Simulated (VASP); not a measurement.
# B (R-3m) in VASP: single point with PBEsol

Aim: the single point of B with PBEsol.

All numbers are computed with VASP 6.6.1; they aren't measurements. Logs are shortened: lines on timing, memory, paths and dates and some standing lists are left out, and cuts for length are marked.

## 1. The structure

Symmetry: R-3m, No. 166, trigonal system. The conventional cell has a = 4.878 Å, b = 4.878 Å, c = 12.505 Å, α = 90.00°, β = 90.00°, γ = 120.00°. B (site symmetry m) has 6 B at 1.67 to 1.79 Å as nearest neighbours. Around B (site symmetry m) lie 7 B at 1.78 to 1.99 Å.

## 2. Single point, PBEsol, non-collinear spin, zero start, spin-orbit coupling

File INCAR:

```
SYSTEM = B
ALGO = Fast ; EDIFF = 1E-6
ENCUT = 520 ; GGA = PS
GGA_COMPAT = .FALSE. ; ISIF = 2
ISMEAR = 0 ; LASPH = .TRUE.
LCHARG = .FALSE. ; LORBIT = 11
LREAL = .FALSE. ; LSORBIT = .TRUE.
LWAVE = .FALSE. ; MAGMOM = 0 0 0 0 0 0 0 0 0 0 0 0 0 0 0 0 0 0 0 0 0 0 0 0 0 0 0 0 0 0 0 0 0 0 0 0
NBANDS = 58 ; NELM = 60
PREC = Accurate ; SIGMA = 0.02
```

File KPOINTS:

```
k-points
0
G
  6 6 6
  0 0 0
```

File POSCAR:

```
B
1.0
    2.4390200000      1.4081700000      4.1682800000
   -2.4390200000      1.4081700000      4.1682800000
    0.0000000000     -2.8163400000      4.1682800000
B
12
Direct
    0.0106300000      0.6537400000      0.0106300000
    0.0106300000      0.0106300000      0.6537400000
    0.6537400000      0.0106300000      0.0106300000
    0.3462600000      0.9893700000      0.9893700000
    0.9893700000      0.3462600000      0.9893700000
    0.9893700000      0.9893700000      0.3462600000
    0.2217000000      0.6296600000      0.2217000000
    0.2217000000      0.2217000000      0.6296700000
    0.6296600000      0.2217000000      0.2217000000
    0.3703400000      0.7783000000      0.7783000000
    0.7783000000      0.3703400000      0.7783000000
    0.7783000000      0.7783000000      0.3703300000
```

Potentials or basis: VASP PAW PBE potentials, release 64 (B).

On the command line:

```sh
$ cat potpaw_PBE.64/B/POTCAR > POTCAR
$ mpirun -np 1 vasp_ncl > vasp.out
```

OUTCAR:

```text
SYSTEM = B
   EDIFF = 1E-6
   ENCUT = 520
   GGA = PS
   ISIF = 2
   ISMEAR = 0
   LASPH = .TRUE.
   LORBIT = 11
   LREAL = .FALSE.
   LSORBIT = .TRUE.
   NELM = 60
   PREC = Accurate

 ion  position               nearest neighbor table
   1  0.011  0.654  0.011-   5 1.67   3 1.74   2 1.74   7 1.79  12 1.79  10 1.79
   2  0.011  0.011  0.654-   6 1.67   3 1.74   1 1.74   8 1.79  10 1.79  11 1.79
   3  0.654  0.011  0.011-   4 1.67   1 1.74   2 1.74   9 1.79  12 1.79  11 1.79
   4  0.346  0.989  0.989-   3 1.67   5 1.74   6 1.74  10 1.79   8 1.79   7 1.79
   5  0.989  0.346  0.989-   1 1.67   4 1.74   6 1.74  11 1.79   8 1.79   9 1.79
   6  0.989  0.989  0.346-   2 1.67   4 1.74   5 1.74  12 1.79   9 1.79   7 1.79
   7  0.222  0.630  0.222-  10 1.78  12 1.78   1 1.79   6 1.79   4 1.79   9 1.99   8 1.99
   8  0.222  0.222  0.630-  10 1.78  11 1.78   2 1.79   4 1.79   5 1.79   7 1.99   9 1.99
   9  0.630  0.222  0.222-  11 1.78  12 1.78   3 1.79   6 1.79   5 1.79   7 1.99   8 1.99
  10  0.370  0.778  0.778-   7 1.78   8 1.78   4 1.79   2 1.79   1 1.79  11 1.99  12 1.99
  11  0.778  0.370  0.778-   9 1.78   8 1.78   5 1.79   2 1.79   3 1.79  10 1.99  12 1.99
  12  0.778  0.778  0.370-   7 1.78   9 1.78   6 1.79   3 1.79   1 1.79  10 1.99  11 1.99

  LATTYP: Found a trigonal (rhomboedric) cell.
 ALAT       =     5.0305386856
 COS(alpha) =     0.5298546125

  Lattice vectors:

 A1 = (   2.4390200000,   1.4081700000,   4.1682800000)
 A2 = (  -2.4390200000,   1.4081700000,   4.1682800000)
 A3 = (   0.0000000000,  -2.8163400000,   4.1682800000)

Analysis of symmetry for initial positions (statically):
=====================================================================
 Subroutine PRICEL returns:
 Original cell was already a primitive cell.

 Routine SETGRP: Setting up the symmetry group for a
 trigonal (rhombohedral) supercell.

 Subroutine GETGRP returns: Found  4 space group operations
 (whereof  4 operations were pure point group operations)
 out of a pool of 12 trial point group operations.

The static configuration has the point symmetry C_2h.

Analysis of symmetry for dynamics (positions and initial velocities):
=====================================================================
 Subroutine PRICEL returns:
 Original cell was already a primitive cell.

 Routine SETGRP: Setting up the symmetry group for a
 trigonal (rhombohedral) supercell.

 Subroutine GETGRP returns: Found  4 space group operations
 (whereof  4 operations were pure point group operations)
 out of a pool of 12 trial point group operations.

The dynamic configuration has the point symmetry C_2h.

Analysis of structural, dynamic, and magnetic symmetry:
=====================================================================
 Subroutine PRICEL returns:
 Original cell was already a primitive cell.

 Routine SETGRP: Setting up the symmetry group for a
[... 1458 lines left out ...]

 Spin-Orbit-Coupling matrix elements

 Ion:    1  E_soc:     -0.0000028
 l=   1
     0.0000000    -0.0000005    -0.0000004
    -0.0000005     0.0000000    -0.0000005
    -0.0000004    -0.0000005     0.0000000
 l=   2
     0.0000000     0.0000000     0.0000000     0.0000000     0.0000000
     0.0000000     0.0000000     0.0000000     0.0000000     0.0000000
     0.0000000     0.0000000     0.0000000     0.0000000     0.0000000
     0.0000000     0.0000000     0.0000000     0.0000000     0.0000000
     0.0000000     0.0000000     0.0000000     0.0000000     0.0000000
 l=   3
     0.0000000     0.0000000     0.0000000     0.0000000     0.0000000     0.0000000     0.0000000
     0.0000000     0.0000000     0.0000000     0.0000000     0.0000000     0.0000000     0.0000000
     0.0000000     0.0000000     0.0000000     0.0000000     0.0000000     0.0000000     0.0000000
     0.0000000     0.0000000     0.0000000     0.0000000     0.0000000     0.0000000     0.0000000
[... 209 lines left out ...]
 l=   2
     0.0000000     0.0000000     0.0000000     0.0000000     0.0000000
     0.0000000     0.0000000     0.0000000     0.0000000     0.0000000
     0.0000000     0.0000000     0.0000000     0.0000000     0.0000000
     0.0000000     0.0000000     0.0000000     0.0000000     0.0000000
     0.0000000     0.0000000     0.0000000     0.0000000     0.0000000
 l=   3
     0.0000000     0.0000000     0.0000000     0.0000000     0.0000000     0.0000000     0.0000000
     0.0000000     0.0000000     0.0000000     0.0000000     0.0000000     0.0000000     0.0000000
     0.0000000     0.0000000     0.0000000     0.0000000     0.0000000     0.0000000     0.0000000
     0.0000000     0.0000000     0.0000000     0.0000000     0.0000000     0.0000000     0.0000000
     0.0000000     0.0000000     0.0000000     0.0000000     0.0000000     0.0000000     0.0000000
     0.0000000     0.0000000     0.0000000     0.0000000     0.0000000     0.0000000     0.0000000
     0.0000000     0.0000000     0.0000000     0.0000000     0.0000000     0.0000000     0.0000000

 total charge

# of ion       s       p       d       tot
------------------------------------------
    1        0.706   1.407   0.000   2.113
    2        0.706   1.407   0.000   2.113
    3        0.706   1.407   0.000   2.113
    4        0.706   1.407   0.000   2.113
    5        0.706   1.407   0.000   2.113
    6        0.706   1.407   0.000   2.113
    7        0.657   1.298   0.000   1.955
    8        0.657   1.298   0.000   1.955
    9        0.657   1.298   0.000   1.955
   10        0.657   1.298   0.000   1.955
   11        0.657   1.298   0.000   1.955
   12        0.657   1.298   0.000   1.955
--------------------------------------------------
tot          8.176  16.230   0.000  24.407

 magnetization (x)

# of ion       s       p       d       tot
------------------------------------------
    1        0.000  -0.000   0.000   0.000
    2        0.000   0.000   0.000   0.000
    3        0.000  -0.000   0.000   0.000
    4        0.000  -0.000   0.000   0.000
    5        0.000  -0.000   0.000   0.000
    6        0.000   0.000   0.000   0.000
    7       -0.000  -0.000   0.000  -0.000
    8       -0.000  -0.000   0.000  -0.000
    9       -0.000  -0.000   0.000  -0.000
   10       -0.000  -0.000   0.000  -0.000
   11       -0.000  -0.000   0.000  -0.000
   12       -0.000  -0.000   0.000  -0.000
--------------------------------------------------
tot         -0.000  -0.000   0.000  -0.000

 magnetization (y)

# of ion       s       p       d       tot
------------------------------------------
    1       -0.000  -0.000   0.000  -0.000
    2        0.000   0.000   0.000   0.000
    3        0.000   0.000   0.000   0.000
    4        0.000   0.000   0.000   0.000
    5       -0.000  -0.000   0.000  -0.000
    6        0.000   0.000   0.000   0.000
    7        0.000  -0.000   0.000  -0.000
    8        0.000   0.000   0.000   0.000
    9       -0.000   0.000   0.000   0.000
   10       -0.000   0.000   0.000   0.000
   11        0.000  -0.000   0.000  -0.000
   12        0.000   0.000   0.000   0.000
--------------------------------------------------
tot          0.000  -0.000   0.000  -0.000

 magnetization (z)

# of ion       s       p       d       tot
------------------------------------------
    1       -0.000  -0.000   0.000  -0.000
    2        0.000   0.000   0.000   0.000
    3        0.000   0.000   0.000   0.000
    4        0.000   0.000   0.000   0.000
    5       -0.000  -0.000   0.000  -0.000
    6        0.000   0.000   0.000   0.000
    7       -0.000  -0.000   0.000  -0.000
    8        0.000   0.000   0.000   0.000
    9        0.000   0.000   0.000   0.000
   10        0.000   0.000   0.000   0.000
   11       -0.000  -0.000   0.000  -0.000
   12        0.000   0.000   0.000   0.000
--------------------------------------------------
tot         -0.000   0.000   0.000  -0.000
```

OSZICAR:

```text
N       E                     dE             d eps       ncg     rms          rms(c)
DAV:   1     0.765843341365E+02    0.76584E+02   -0.16594E+04  7888   0.114E+03
DAV:   2    -0.821586672297E+02   -0.15874E+03   -0.14997E+03  9806   0.230E+02
DAV:   3    -0.890512967761E+02   -0.68926E+01   -0.68101E+01  9992   0.419E+01
DAV:   4    -0.891219084894E+02   -0.70612E-01   -0.70441E-01 10072   0.429E+00
DAV:   5    -0.891227398232E+02   -0.83133E-03   -0.83093E-03  9862   0.448E-01    0.113E+01
RMM:   6    -0.853182071037E+02    0.38045E+01   -0.40920E+00  7958   0.733E+00    0.622E+00
RMM:   7    -0.845236712106E+02    0.79454E+00   -0.28543E+00  8345   0.620E+00    0.191E+00
RMM:   8    -0.844833137485E+02    0.40357E-01   -0.28415E-01  8442   0.254E+00    0.432E-01
RMM:   9    -0.844727537742E+02    0.10560E-01   -0.74267E-02  9211   0.105E+00    0.163E-01
RMM:  10    -0.844726741108E+02    0.79663E-04   -0.78512E-03  9239   0.424E-01    0.529E-02
RMM:  11    -0.844726868343E+02   -0.12724E-04   -0.12033E-03  9502   0.148E-01    0.300E-02
RMM:  12    -0.844726862979E+02    0.53644E-06   -0.20607E-04  9270   0.616E-02    0.120E-02
RMM:  13    -0.844726955555E+02   -0.92576E-05   -0.51240E-05  9562   0.273E-02    0.810E-03
RMM:  14    -0.844726916577E+02    0.38978E-05   -0.10161E-05  9120   0.128E-02    0.288E-03
RMM:  15    -0.844726917471E+02   -0.89386E-07   -0.47541E-06  8994   0.751E-03
   1 F= -.84472692E+02 E0= -.84472692E+02  d E =-.247884E-25  mag=    -0.0000    -0.0000     0.0000
```

stdout:

```text
POSCAR found type information on POSCAR B
 POSCAR found :  1 types and      12 ions
 scaLAPACK will be used
 -----------------------------------------------------------------------------
|                                                                             |
|                                                                             |
|     You enforced a specific xc type in the INCAR file but a different       |
|     I HOPE YOU KNOW WHAT YOU ARE DOING!                                     |
|                                                                             |
 -----------------------------------------------------------------------------

 LDA part: xc-table for (Slater+PW92), standard interpolation
 POSCAR, INCAR and KPOINTS ok, starting setup
 FFT: planning ... GRIDC
 FFT: planning ... GRID_SOFT
 FFT: planning ... GRID
 WAVECAR not read
 entering main loop
```

Run time: 12 min. Hardware: 1 thread of Intel Xeon 6975P-C (Granite Rapids), shared host; peak memory 0.73 GiB.

Results:

| Quantity | Value |
| --- | --- |
| Free energy | -84.4727 eV |
| Pressure | 0.0 GPa |
| Largest force | 0.005 eV/Å |
| Net moment | 0.00 μB per cell |
| Valence electrons inside the program's atomic spheres | B 2.11, 1.96 |

Forces on the atoms (eV/Å):
```
B    0.002 -0.001  0.003
B    0.000  0.002  0.004
B   -0.002 -0.001  0.003
B    0.002  0.001 -0.003
B   -0.002  0.001 -0.003
B    0.000 -0.002 -0.004
B   -0.003  0.002 -0.004
B    0.000 -0.003 -0.005
B    0.003  0.002 -0.004
B   -0.003 -0.002  0.004
B    0.003 -0.002  0.004
B    0.000  0.003  0.005
```

Moments on the atoms (μB; x, y, z):
```
B   0.00 0.00 0.00
B   0.00 0.00 0.00
B   0.00 0.00 0.00
B   0.00 0.00 0.00
B   0.00 0.00 0.00
B   0.00 0.00 0.00
B   0.00 0.00 0.00
B   0.00 0.00 0.00
B   0.00 0.00 0.00
B   0.00 0.00 0.00
B   0.00 0.00 0.00
B   0.00 0.00 0.00
```

Caveat: the PAW data sets were made with another functional, which shifts forces and pressure a little.
